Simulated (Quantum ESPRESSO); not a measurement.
# Al (P6_3/mmc) in Quantum ESPRESSO: a series of runs

Runs on Al. Level: PBEsol. Tasks: single point, equation of state.

Everything below comes from runs of Quantum ESPRESSO 7.5. Logs are shortened: lines on timing, memory, paths and dates and some standing lists are left out, and cuts for length are marked.

## Step 1: The structure

Symmetry: P6_3/mmc, No. 194, hexagonal system. Conventional cell: a = 2.812 Å, b = 2.812 Å, c = 4.867 Å, α = 90.00°, β = 90.00°, γ = 120.00°. Around Al (site symmetry -6m2) lie 12 Al at 2.81 to 2.93 Å.

This isn't the form of Al at room conditions, which is fcc.

## Step 2: Single point, PBEsol, 15.67 Å³/atom

File pw.in:

```
&CONTROL
  calculation = 'scf'
  prefix = 'pwscf'
  outdir = './tmp'
  pseudo_dir = './pseudo'
  tprnfor = .true.
  tstress = .true.
  disk_io = 'nowf'
/
&SYSTEM
  ibrav = 0
  nat = 2
  ntyp = 1
  ecutwfc = 40
  nbnd = 8
  occupations = 'smearing'
  smearing = 'fd'
  degauss = 0.00367493
/
&ELECTRONS
  conv_thr = 4d-10
  electron_maxstep = 120
  mixing_beta = 0.5
/
ATOMIC_SPECIES
Al    26.9815 Al.upf
CELL_PARAMETERS angstrom
   2.7550421937    0.0000000000    0.0000000000
  -1.3775210968    2.3859365282    0.0000000000
   0.0000000000    0.0000000000    4.7674986532
ATOMIC_POSITIONS crystal
Al     0.3333333333    0.6666666667    0.2500000000
Al     0.6666666667    0.3333333333    0.7500000000
K_POINTS automatic
11 11 6 0 0 0
```

Potentials or basis: PseudoDojo 0.4.1 SR PBEsol standard.

Run with:

```sh
$ OMP_NUM_THREADS=1 pw.x -in pw.in > pw.out
```

pw.out:

```text
This program is part of the open-source Quantum ESPRESSO suite
     for quantum simulation of materials; please cite
         "P. Giannozzi et al., J. Phys.:Condens. Matter 21 395502 (2009);
         "P. Giannozzi et al., J. Phys.:Condens. Matter 29 465901 (2017);
         "P. Giannozzi et al., J. Chem. Phys. 152 154105 (2020);
     in publications or presentations arising from this work. More details at

     Message from routine setup:
     using ibrav=0 with symmetry is DISCOURAGED, use correct ibrav instead

     G-vector sticks info
     --------------------
     sticks:   dense  smooth     PW     G-vecs:    dense   smooth      PW
     Sum         301     301     91                 7273     7273    1299

     Using Slab Decomposition

     bravais-lattice index     =            0
     lattice parameter (alat)  =       5.2063  a.u.
     unit-cell volume          =     211.4824 (a.u.)^3
     number of atoms/cell      =            2
     number of atomic types    =            1
     number of electrons       =         6.00
     number of Kohn-Sham states=            8
     kinetic-energy cutoff     =      40.0000  Ry
     charge density cutoff     =     160.0000  Ry
     scf convergence threshold =      4.0E-10
     mixing beta               =       0.5000
     number of iterations used =            8  plain     mixing
     Exchange-correlation= PBESOL
                           (   1   4  10   8   0   0   0)

     celldm(1)=   5.206275  celldm(2)=   0.000000  celldm(3)=   0.000000
     celldm(4)=   0.000000  celldm(5)=   0.000000  celldm(6)=   0.000000

     crystal axes: (cart. coord. in units of alat)
               a(1) = (   1.000000   0.000000   0.000000 )
               a(2) = (  -0.500000   0.866025   0.000000 )
               a(3) = (   0.000000   0.000000   1.730463 )

     reciprocal axes: (cart. coord. in units 2 pi/alat)
               b(1) = (  1.000000  0.577350 -0.000000 )
               b(2) = (  0.000000  1.154701  0.000000 )
               b(3) = (  0.000000 -0.000000  0.577880 )

     PseudoPot. # 1 for Al read from file:
     Al.upf
     Pseudo is Norm-conserving + core correction, Zval =  3.0
     Generated using ONCVPSP code by D. R. Hamann
     Using radial grid of 1876 points,  6 beta functions with:
                l(1) =   0
                l(2) =   0
                l(3) =   1
                l(4) =   1
                l(5) =   2
                l(6) =   2

     atomic species   valence    mass     pseudopotential
     Al                3.00    26.98150     Al( 1.00)

     24 Sym. Ops., with inversion, found (12 have fractional translation)

   Cartesian axes

     site n.     atom                  positions (alat units)
         1        Al     tau(   1) = (  -0.0000000   0.5773503   0.4326158  )
         2        Al     tau(   2) = (   0.5000000   0.2886751   1.2978473  )

     number of k points=    64  Fermi-Dirac smearing, width (Ry)=  0.0037
                       cart. coord. in units 2pi/alat
        k(    1) = (   0.0000000   0.0000000   0.0000000), wk =   0.0027548
        k(    2) = (   0.0000000   0.0000000   0.0963133), wk =   0.0055096
        k(    3) = (   0.0000000   0.0000000   0.1926267), wk =   0.0055096
        k(    4) = (   0.0000000   0.0000000  -0.2889400), wk =   0.0027548
        k(    5) = (   0.0000000   0.1049728   0.0000000), wk =   0.0165289
        k(    6) = (   0.0000000   0.1049728   0.0963133), wk =   0.0330579
[... 56 lines left out ...]
        k(   63) = (   0.2727273   0.5773503   0.1926267), wk =   0.0330579
        k(   64) = (   0.2727273   0.5773503  -0.2889400), wk =   0.0165289

     Dense  grid:     7273 G-vectors     FFT dimensions: (  24,  24,  40)

     Initial potential from superposition of free atoms

     starting charge       5.9953, renormalised to       6.0000
     Starting wfcs are    8 randomized atomic wfcs

     Self-consistent Calculation

     iteration #  1     ecut=    40.00 Ry     beta= 0.50
     Davidson diagonalization with overlap
     ethr =  1.00E-02,  avg # of iterations =  4.7

     Threshold (ethr) on eigenvalues was too large:
     Diagonalizing with lowered threshold

     Davidson diagonalization with overlap
     ethr =  1.83E-04,  avg # of iterations =  4.8

     total energy              =      -9.27561863 Ry
     estimated scf accuracy    <       0.01103900 Ry

     iteration #  2     ecut=    40.00 Ry     beta= 0.50
     Davidson diagonalization with overlap
     ethr =  1.84E-04,  avg # of iterations =  1.0

     total energy              =      -9.27478384 Ry
     estimated scf accuracy    <       0.00239852 Ry

     iteration #  3     ecut=    40.00 Ry     beta= 0.50
     Davidson diagonalization with overlap
     ethr =  4.00E-05,  avg # of iterations =  1.5

     total energy              =      -9.27487625 Ry
     estimated scf accuracy    <       0.00000141 Ry

     iteration #  4     ecut=    40.00 Ry     beta= 0.50
     Davidson diagonalization with overlap
     ethr =  2.35E-08,  avg # of iterations =  5.1

     total energy              =      -9.27488403 Ry
     estimated scf accuracy    <       0.00000012 Ry

     iteration #  5     ecut=    40.00 Ry     beta= 0.50
     Davidson diagonalization with overlap
     ethr =  2.01E-09,  avg # of iterations =  1.6

     total energy              =      -9.27488405 Ry
     estimated scf accuracy    <          4.5E-09 Ry

     iteration #  6     ecut=    40.00 Ry     beta= 0.50
     Davidson diagonalization with overlap
     ethr =  7.55E-11,  avg # of iterations =  2.4

     total energy              =      -9.27488405 Ry
     estimated scf accuracy    <          9.2E-10 Ry

     iteration #  7     ecut=    40.00 Ry     beta= 0.50
     Davidson diagonalization with overlap
     ethr =  1.53E-11,  avg # of iterations =  1.4

     End of self-consistent calculation

          k = 0.0000 0.0000 0.0000 (   895 PWs)   bands (ev):

    -3.0822   3.2527   3.3083  19.8491  20.3734  20.3734  20.4281  20.4281

          k = 0.0000 0.0000 0.0963 (   900 PWs)   bands (ev):

    -2.9017   1.3645   5.5156  17.2252  20.5022  20.5022  20.5703  20.5703

          k = 0.0000 0.0000 0.1926 (   900 PWs)   bands (ev):

    -2.3615  -0.2209   8.0561  13.9691  20.8693  20.8693  20.9641  20.9642

          k = 0.0000 0.0000-0.2889 (   906 PWs)   bands (ev):

    -1.4657  -1.4657  10.8845  10.8845  21.2634  21.2634  21.2634  21.2634

          k = 0.0000 0.1050 0.0000 (   901 PWs)   bands (ev):

    -2.8677   3.4616   3.5083  17.0856  18.6067  19.5015  20.8457  21.5397

          k = 0.0000 0.1050 0.0963 (   906 PWs)   bands (ev):

    -2.6875   1.5721   5.7157  16.9259  17.7941  18.7552  20.0395  21.4990

          k = 0.0000 0.1050 0.1926 (   906 PWs)   bands (ev):

    -2.1481  -0.0107   8.2499  14.1224  17.8252  19.1995  19.4246  20.9427

          k = 0.0000 0.1050-0.2889 (   892 PWs)   bands (ev):

    -1.2537  -1.2537  11.0675  11.0675  18.5279  18.5279  19.9355  19.9355

          k = 0.0000 0.2099 0.0000 (   907 PWs)   bands (ev):

    -2.2264   4.0814   4.1082  13.5329  17.1685  17.9497  19.4523  19.4574

          k = 0.0000 0.2099 0.0963 (   906 PWs)   bands (ev):

    -2.0470   2.1926   6.3104  13.6790  17.2799  17.3197  17.7356  19.6164

          k = 0.0000 0.2099 0.1926 (   900 PWs)   bands (ev):

    -1.5100   0.6174   8.8200  13.9201  14.9548  16.1237  17.7735  19.5887

          k = 0.0000 0.2099-0.2889 (   906 PWs)   bands (ev):

    -0.6197  -0.6197  11.5813  11.5813  15.0781  15.0781  18.5300  18.5300

          k = 0.0000 0.3149 0.0000 (   901 PWs)   bands (ev):

    -1.1645   5.0809   5.1080  10.2433  15.5674  16.0918  16.1509  18.0099

          k = 0.0000 0.3149 0.0963 (   907 PWs)   bands (ev):

    -0.9864   3.2161   7.2635  10.4222  14.2058  16.2437  17.1848  18.2532

          k = 0.0000 0.3149 0.1926 (   909 PWs)   bands (ev):

    -0.4537   1.6562   9.6180  10.9994  12.8110  15.6483  16.7000  18.5288

          k = 0.0000 0.3149-0.2889 (   908 PWs)   bands (ev):

     0.4295   0.4295  11.3466  11.3466  12.9690  12.9690  17.4615  17.4615

          k = 0.0000 0.4199 0.0000 (   911 PWs)   bands (ev):

     0.3074   6.1413   6.5053   7.6030  13.0126  13.1742  15.3757  17.1096

          k = 0.0000 0.4199 0.0963 (   906 PWs)   bands (ev):

     0.4834   4.6027   7.2275   8.8637  11.3743  15.0303  15.5279  17.2521

          k = 0.0000 0.4199 0.1926 (   911 PWs)   bands (ev):

     1.0096   3.0870   7.7821   9.7192  11.4198  15.9844  16.3457  17.2763

          k = 0.0000 0.4199-0.2889 (   902 PWs)   bands (ev):

     1.8810   1.8810   8.6222   8.6222  14.0060  14.0060  16.7470  16.7470

          k = 0.0000 0.5249 0.0000 (   897 PWs)   bands (ev):

     2.1722   4.3856   8.2723   8.4604  10.6098  10.6766  15.0184  16.6665

          k = 0.0000 0.5249 0.0963 (   904 PWs)   bands (ev):

     2.3442   4.5256   6.6006   8.6782  10.6563  12.6834  15.1703  16.8139

          k = 0.0000 0.5249 0.1926 (   909 PWs)   bands (ev):

     2.8562   4.6151   5.5055   7.2310  12.9949  14.9222  15.6269  17.0769

          k = 0.0000 0.5249-0.2889 (   916 PWs)   bands (ev):

     3.6872   3.6872   6.0858   6.0858  15.4572  15.4572  16.3893  16.3893

          k = 0.0909 0.1575 0.0000 (   905 PWs)   bands (ev):

    -2.4398   3.8761   3.9082  15.2879  15.5585  20.3016  20.4586  20.7991

          k = 0.0909 0.1575 0.0963 (   904 PWs)   bands (ev):

    -2.2601   1.9862   6.1133  15.3770  15.7042  17.9134  19.4559  19.5259

          k = 0.0909 0.1575 0.1926 (   902 PWs)   bands (ev):

    -1.7224   0.4084   8.6329  14.3432  16.1138  16.1635  18.1880  18.2543

          k = 0.0909 0.1575-0.2889 (   906 PWs)   bands (ev):
[... 73 lines left out ...]
    -0.3543   3.8236   7.8204  10.7641  11.1694  14.9294  15.0825  18.5452

          k = 0.1818 0.3149 0.1926 (   896 PWs)   bands (ev):

     0.1759   2.2743  10.1091  11.1998  11.6372  13.4494  13.8702  16.7133

          k = 0.1818 0.3149-0.2889 (   896 PWs)   bands (ev):

     1.0545   1.0545  11.7407  11.7407  12.0705  12.0705  14.2564  14.2564

          k = 0.1818 0.4199 0.0000 (   905 PWs)   bands (ev):

     0.9331   6.6918   7.1035   8.1169  10.0460  13.6947  14.0507  16.1755

          k = 0.1818 0.4199 0.0963 (   901 PWs)   bands (ev):

     1.1081   5.1928   7.8196   9.2148  10.2256  12.2927  14.1844  16.2184

          k = 0.1818 0.4199 0.1926 (   903 PWs)   bands (ev):

     1.6313   3.6937   8.3591  10.0287  10.6609  12.0757  13.1750  17.6581

          k = 0.1818 0.4199-0.2889 (   896 PWs)   bands (ev):

     2.4970   2.4970   9.1558   9.1558  11.4505  11.4505  15.0741  15.0741

          k = 0.1818 0.5249 0.0000 (   891 PWs)   bands (ev):

     2.7879   4.9874   8.6303   8.8657   9.6737  11.1893  11.9846  15.7122

          k = 0.1818 0.5249 0.0963 (   901 PWs)   bands (ev):

     2.9585   5.1237   7.1536   9.0319   9.7983  11.5329  13.3219  14.3590

          k = 0.1818 0.5249 0.1926 (   905 PWs)   bands (ev):

     3.4660   5.1987   6.1077   7.7745  10.2801  12.1031  14.1309  16.0640

          k = 0.1818 0.5249-0.2889 (   912 PWs)   bands (ev):

     4.2874   4.2874   6.6724   6.6724  11.0892  11.0892  16.6119  16.6120

          k = 0.2727 0.4724 0.0000 (   897 PWs)   bands (ev):

     2.5843   6.7470   7.0213   8.6849   9.2373  12.6934  13.1269  13.7991

          k = 0.2727 0.4724 0.0963 (   897 PWs)   bands (ev):

     2.7559   6.4117   7.1801   7.7402  10.4805  11.4858  12.1918  15.6215

          k = 0.2727 0.4724 0.1926 (   903 PWs)   bands (ev):

     3.2678   5.2384   7.6383   7.8888   9.7991  10.0851  13.8673  17.6824

          k = 0.2727 0.4724-0.2889 (   908 PWs)   bands (ev):

     4.1083   4.1083   8.1860   8.1860   9.2046   9.2046  16.4610  16.4610

          k = 0.2727 0.5774 0.0000 (   895 PWs)   bands (ev):

     4.6024   4.6098   6.7517  10.2517  10.3352  11.0057  11.9446  13.2341

          k = 0.2727 0.5774 0.0963 (   894 PWs)   bands (ev):

     4.7627   4.7717   6.8589   8.8851   9.2359  11.0380  13.4009  13.4058

          k = 0.2727 0.5774 0.1926 (   902 PWs)   bands (ev):

     5.2200   5.2383   6.9122   7.4484   8.2872   9.7390  15.6819  15.6990

          k = 0.2727 0.5774-0.2889 (   910 PWs)   bands (ev):

     5.7044   5.7044   6.5624   6.5624   8.6770   8.6770  17.8024  17.8026

     the Fermi energy is     8.4489 ev

!    total energy              =      -9.27488405 Ry
     estimated scf accuracy    <          1.3E-11 Ry
     smearing contrib. (-TS)   =      -0.00030267 Ry
     internal energy E=F+TS    =      -9.27458138 Ry

     The total energy is F=E-TS. E is the sum of the following terms:
     one-electron contribution =       6.08437429 Ry
     hartree contribution      =       0.01621531 Ry
     xc contribution           =      -4.38665305 Ry
     ewald contribution        =     -10.98851793 Ry

     convergence has been achieved in   7 iterations

     Forces acting on atoms (cartesian axes, Ry/au):

     atom    1 type  1   force =     0.00000000    0.00000000    0.00000000
     atom    2 type  1   force =     0.00000000    0.00000000    0.00000000

     Total force =     0.000000     Total SCF correction =     0.000000

     Computing stress (Cartesian axis) and pressure

          total   stress  (Ry/bohr**3)                   (kbar)     P=       37.96
   0.00040714  -0.00000000   0.00000000           59.89       -0.00        0.00
  -0.00000000   0.00040714   0.00000000           -0.00       59.89        0.00
   0.00000000   0.00000000  -0.00004010            0.00        0.00       -5.90

=------------------------------------------------------------------------------=
   JOB DONE.
=------------------------------------------------------------------------------=
```

It took 5.1 s on 1 thread of Arm Neoverse V2, shared host; peak memory 0.05 GiB.

What came out:

* Free energy: -126.1912 eV
* Pressure: 3.8 GPa
* Band gap on the k mesh: none (metal or under the smearing width)

## Step 3: Single point, PBEsol, 16.00 Å³/atom

pw.in, as its differences from that of step 2:

```diff
@@ -27,5 +27,5 @@
 CELL_PARAMETERS angstrom
-   2.7550421937    0.0000000000    0.0000000000
-  -1.3775210968    2.3859365282    0.0000000000
-   0.0000000000    0.0000000000    4.7674986532
+   2.7744445386    0.0000000000    0.0000000000
+  -1.3872222692    2.4027394518    0.0000000000
+   0.0000000000    0.0000000000    4.8010736936
 ATOMIC_POSITIONS crystal
```

Potentials or basis: PseudoDojo 0.4.1 SR PBEsol standard.

Run with:

```sh
$ OMP_NUM_THREADS=1 pw.x -in pw.in > pw.out
```

Wall time 5.2 s (1 thread of Arm Neoverse V2, shared host); peak memory 0.05 GiB.

The run converged. Its results:

```
Free energy            : -126.2030 eV
Pressure               : 1.8 GPa
Band gap on the k mesh : none (metal or under the smearing width)
```

## Step 4: Single point, PBEsol, 16.34 Å³/atom

pw.in, as its differences from that of step 3:

```diff
@@ -27,5 +27,5 @@
 CELL_PARAMETERS angstrom
-   2.7744445386    0.0000000000    0.0000000000
-  -1.3872222692    2.4027394518    0.0000000000
-   0.0000000000    0.0000000000    4.8010736936
+   2.7935792435    0.0000000000    0.0000000000
+  -1.3967896217    2.4193105923    0.0000000000
+   0.0000000000    0.0000000000    4.8341855930
 ATOMIC_POSITIONS crystal
```

Run with:

```sh
$ OMP_NUM_THREADS=1 pw.x -in pw.in > pw.out
```

Run time: 5.4 s. Hardware: 1 thread of Arm Neoverse V2, shared host; peak memory 0.05 GiB.

Results (log left out):

- Free energy: -126.2070 eV
- Pressure: 0.1 GPa
- Band gap on the k mesh: none (metal or under the smearing width)

## Step 5: Single point, PBEsol, 16.67 Å³/atom

pw.in, as its differences from that of step 4:

```diff
@@ -27,5 +27,5 @@
 CELL_PARAMETERS angstrom
-   2.7935792435    0.0000000000    0.0000000000
-  -1.3967896217    2.4193105923    0.0000000000
-   0.0000000000    0.0000000000    4.8341855930
+   2.8124553515    0.0000000000    0.0000000000
+  -1.4062276757    2.4356577814    0.0000000000
+   0.0000000000    0.0000000000    4.8668500000
 ATOMIC_POSITIONS crystal
```

Run with:

```sh
$ OMP_NUM_THREADS=1 pw.x -in pw.in > pw.out
```

Run time: 5.4 s. Hardware: 1 thread of Arm Neoverse V2, shared host; peak memory 0.05 GiB.

The run converged. Its results:

```
Free energy            : -126.2042 eV
Pressure               : -1.5 GPa
Band gap on the k mesh : none (metal or under the smearing width)
```

## Step 6: Single point, PBEsol, 17.00 Å³/atom

pw.in, as its differences from that of step 5:

```diff
@@ -27,5 +27,5 @@
 CELL_PARAMETERS angstrom
-   2.8124553515    0.0000000000    0.0000000000
-  -1.4062276757    2.4356577814    0.0000000000
-   0.0000000000    0.0000000000    4.8668500000
+   2.8310814264    0.0000000000    0.0000000000
+  -1.4155407132    2.4517884355    0.0000000000
+   0.0000000000    0.0000000000    4.8990817340
 ATOMIC_POSITIONS crystal
```

Potentials or basis: PseudoDojo 0.4.1 SR PBEsol standard.

Run with:

```sh
$ OMP_NUM_THREADS=1 pw.x -in pw.in > pw.out
```

Run time: 4.9 s. Hardware: 1 thread of Arm Neoverse V2, shared host; peak memory 0.05 GiB.

Results (log left out):

- Free energy: -126.1951 eV
- Pressure: -2.9 GPa
- Band gap on the k mesh: none (metal or under the smearing width)

## Step 7: Single point, PBEsol, 17.34 Å³/atom

pw.in, as its differences from that of step 6:

```diff
@@ -27,5 +27,5 @@
 CELL_PARAMETERS angstrom
-   2.8310814264    0.0000000000    0.0000000000
-  -1.4155407132    2.4517884355    0.0000000000
-   0.0000000000    0.0000000000    4.8990817340
+   2.8494655872    0.0000000000    0.0000000000
+  -1.4247327935    2.4677095857    0.0000000000
+   0.0000000000    0.0000000000    4.9308948445
 ATOMIC_POSITIONS crystal
```

Run with:

```sh
$ OMP_NUM_THREADS=1 pw.x -in pw.in > pw.out
```

It took 5 s on 1 thread of Arm Neoverse V2, shared host; peak memory 0.05 GiB.

It converged, with:

* Free energy: -126.1806 eV
* Pressure: -4.1 GPa
* Band gap on the k mesh: none (metal or under the smearing width)

## Step 8: Single point, PBEsol, 17.67 Å³/atom

pw.in, as its differences from that of step 7:

```diff
@@ -27,5 +27,5 @@
 CELL_PARAMETERS angstrom
-   2.8494655872    0.0000000000    0.0000000000
-  -1.4247327935    2.4677095857    0.0000000000
-   0.0000000000    0.0000000000    4.9308948445
+   2.8676155389    0.0000000000    0.0000000000
+  -1.4338077694    2.4834279049    0.0000000000
+   0.0000000000    0.0000000000    4.9623026648
 ATOMIC_POSITIONS crystal
```

Run with:

```sh
$ OMP_NUM_THREADS=1 pw.x -in pw.in > pw.out
```

Wall time 5.2 s (1 thread of Arm Neoverse V2, shared host); peak memory 0.05 GiB.

It converged, with:

| Item | Value |
| --- | --- |
| Free energy | -126.1611 eV |
| Pressure | -5.2 GPa |
| Band gap on the k mesh | none (metal or under the smearing width) |

## Step 9: Equation of state, PBEsol

Potentials or basis: PseudoDojo 0.4.1 SR PBEsol standard.

This step only gathers the single runs of the series.

Results:

```yaml
Equilibrium_volume: 16.36 Å³/atom
Bulk_modulus_at_fixed_shape_and_positions: 81 GPa
Pressure_derivative_of_the_bulk_modulus: 4.4
```

Energy against volume, from the lowest point:
```tsv
volume (Å³/atom)	energy (meV/atom)
15.669	7.89
16.003	2.02
16.336	0.00
16.669	1.42
17.003	5.93
17.336	13.21
17.670	22.96
```

Caveat: the cell was scaled at fixed shape and fractional positions, which overstates the stiffness of a crystal with free parameters, most of all of layers and chains.
